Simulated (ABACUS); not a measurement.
GaAs, 2 atoms in the cell. The structure is cubic, space group F-43m (No. 216). Conventional cell: a = 5.654 Å, b = 5.654 Å, c = 5.654 Å, α = 90.00°, β = 90.00°, γ = 90.00°. As (site symmetry -43m) is surrounded by 4 Ga at 2.45 Å. Around Ga (site symmetry -43m) lie 4 As at 2.45 Å. 

| Property | Result |
| --- | --- |
| Program | ABACUS 3.10.1 |
| Task | single point |
| Functional | AM05 |
| Potentials or basis | PseudoDojo NC SR 0.4 PBEsol stringent |
| Cutoff | 1551 eV |
| Density cutoff | 6204 eV |
| Basis | plane waves |
| k mesh | 6 × 6 × 6 |
| Occupations | fermi-dirac, width 0.05 eV |
| Spin | no spin polarisation |
| Radial cutoff of the potentials (pseudo_rcut) | 10 bohr |
| SCF threshold on the density | 1e-08 |
| Max SCF steps | 100 |
| Eigensolver | dav |
| Mixing | broyden |
| Mixing share | 0.7 |
| Symmetry key | 1 |
| Bands | 33 |

Potentials or basis: PseudoDojo NC SR 0.4 PBEsol stringent, plane waves.

Command:

```bash
$ OMP_NUM_THREADS=1 mpirun -np 4 abacus > log
```

Hardware: 4 MPI ranks on Intel(R) Xeon(R) Platinum 8488C (Sapphire Rapids), with other jobs on the host.

How long does it take, and how much memory?

Run time: 16 s on 4 MPI ranks on Intel(R) Xeon(R) Platinum 8488C (Sapphire Rapids) (shared host), peak memory 0.6 GiB a rank. Counts: scf iterations 7, k points 16, bands 33, ranks 4.
